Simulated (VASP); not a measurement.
The system is Sc.

```
Sc
1.0
     3.30900    0.00000    0.00000
    -1.65450    2.86568    0.00000
     0.00000    0.00000    5.27330
Sc
2
Direct
  0.33333 0.66667 0.25000
  0.66667 0.33333 0.75000
```

```yaml
Program: VASP 6.6.1
Task: relaxation of cell and atoms
Functional: PBE
Potentials_or_basis: VASP PAW PBE potentials, release 64 (Sc_sv)
Cutoff: 520 eV
k_mesh: 15 × 15 × 8
Occupations: gaussian, width 0.1 eV
Spin: no spin polarisation
```

At the start: pressure -0.7 GPa; volume 25.00 Å³/atom.

Q: How do energy, volume and symmetry change on relaxing?

A: Over 5 steps the energy falls by 3.0 meV/atom and the volume is 24.65 Å³/atom (-1.4 %); space group P6_3/mmc (No. 194, to 0.05 Å).

Step by step:
```
step  energy change (eV)  largest force (eV/Å)  pressure (GPa)  volume (Å³)
   1              0.0000                0.0000           -0.71        50.00
   2             -0.0049                0.0000            0.13        49.21
   3             -0.0051                0.0000            0.33        49.02
   4             -0.0059                0.0000            0.05        49.27
   5             -0.0059                0.0000            0.01        49.30
```

Final structure:
```
Sc
1.0
     3.32000    0.00000    0.00000
    -1.66000    2.87520    0.00000
     0.00000    0.00000    5.16493
Sc
2
Direct
  0.33333 0.66667 0.25000
  0.66667 0.33333 0.75000
```
